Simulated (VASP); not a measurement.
P: relaxation of cell and atoms with PBEsol+D3(BJ)

Crystal: P.

```
CELL_PARAMETERS angstrom
1.66753 0.96275 2.84493
-1.66753 0.96275 2.84493
0.00000 -1.92550 2.84493
ATOMIC_POSITIONS crystal
P 0.23528 0.23528 0.23528
P 0.76472 0.76472 0.76472
```

This isn't the form of P at room conditions, which is orthorhombic.

```json
{
 "Program": "VASP 6.6.1",
 "Task": "relaxation of cell and atoms",
 "Functional": "PBEsol",
 "Dispersion": "D3(BJ)",
 "Potentials or basis": "VASP PAW PBE potentials, release 64 (P)",
 "Cutoff": "520 eV",
 "k mesh": "6 × 6 × 6",
 "Occupations": "gaussian, width 0.02 eV",
 "Spin": "no spin polarisation",
 "Target pressure": "6 GPa",
 "Further INCAR settings": "ALGO = Fast; EDIFF = 1e-07; IBRION = 2; EDIFFG = -0.002; NSW = 80; ISIF = 3"
}
```

| Quantity | Value |
| --- | --- |
| Relaxed volume | 13.70 Å³/atom |
| Relaxed cell | a = 3.435 Å, b = 3.435 Å, c = 3.435 Å, α = 58.08°, β = 58.08°, γ = 58.08° |
| Space group after relaxing (to 0.05 Å) | R-3m (No. 166) |
| Energy change on relaxing (the enthalpy is what falls) | +0.1 meV/atom |
| Ionic steps | 3 |
| Pressure after relaxing | 6.0 GPa |
| Band gap on the k mesh | none (metal or under the smearing width) |
| Dispersion energy per atom | -0.414 eV |

The path:
```
step  energy change (eV)  largest force (eV/Å)  pressure (GPa)  volume (Å³)
   1              0.0000                0.0007            5.98        27.40
   2              0.0003                0.0020            6.02        27.40
   3              0.0001                0.0007            6.00        27.40
```

Final structure:
```
P
1.0
     1.66748    0.96272    2.84472
    -1.66748    0.96272    2.84472
     0.00000   -1.92544    2.84472
P
2
Cartesian
  0.0000 0.0000 2.0079
  0.0000 0.0000 6.5263
```

Levels at points of the mesh, in eV from the Fermi level:
```
           k point  band 2  band 3  band 4  band 5  band 6  band 7  band 8  band 9
(0.00, 0.00, 0.00)   -3.06   -2.82   -2.82   -1.59    2.34    3.35    3.35    5.43
(0.50, 0.00, 0.00)  -12.96   -3.35   -2.98   -1.29   -0.53    0.63    1.01   10.50
(0.50, 0.50, 0.00)  -10.29   -7.50   -6.18   -6.05   -0.36    7.81    8.44    9.07
(0.50, 0.50, 0.50)  -12.42   -2.67   -2.67   -0.93   -0.93    0.84    2.30   10.42
```

It took 19 s on 1 thread of AMD EPYC 7R13 Processor (Zen 3) (shared host), peak memory 0.12 GiB.

Caveat: the k mesh is coarse (spacing up to 0.38 Å⁻¹), so the values aren't converged; the cell is relaxed towards a set pressure, so the enthalpy falls and the energy may rise; the PAW data sets were made with another functional, which shifts forces and pressure a little; pairwise dispersion overbinds metals, which lowers pressure and volume.
